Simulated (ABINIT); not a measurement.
Crystal: MnO.

```xyz
2
Lattice="2.6724 0.0000 0.0000 0.0000 2.6724 0.0000 0.0000 0.0000 2.6724" Properties=species:S:1:pos:R:3 pbc="T T T"
Mn    0.0000    0.0000    0.0000
O     1.3362    1.3362    1.3362
```

Measurements of this composition are mostly on another form, of space group No. 225.

Base run:

| Quantity | Value |
| --- | --- |
| Program | ABINIT 10.8.3 (patched build) |
| Functional | PBEsol |
| Potentials or basis | JTH PAW PBE v2.0 |
| Cutoff | 707 eV |
| k mesh | 7 × 7 × 7 |
| Occupations | gaussian, width 0.05 eV |
| Spin | collinear spin, ferromagnetic start |
| Starting moments | [5.0, 0.0] μB |
| Hubbard terms | Mn d U = 4 eV |

Its results: band gap on the k mesh 0.60 eV, indirect (least direct gap 1.96 eV); pressure 16.7 GPa; net moment 5.00 μB per cell; site moments Mn +4.47; O +0.19 μB.

Problem. The run is repeated on the same cell with these changes: functional from PBEsol to r2SCAN. What comes out?

Solution. Band gap on the k mesh 1.31 eV, indirect (least direct gap 2.91 eV); pressure 18.7 GPa; net moment 5.00 μB per cell; site moments Mn +4.53; O +0.19 μB.

r2SCAN gives the wider gap, since meta-GGAs in the generalised Kohn-Sham scheme recover part of the derivative discontinuity.

Caveats: the PAW data sets were made with another functional, which shifts forces and pressure a little; an odd mesh through Γ misses points on the zone boundary, where band edges often lie; a cell with one magnetic atom can't hold antiferromagnetic order, which such compounds often take.
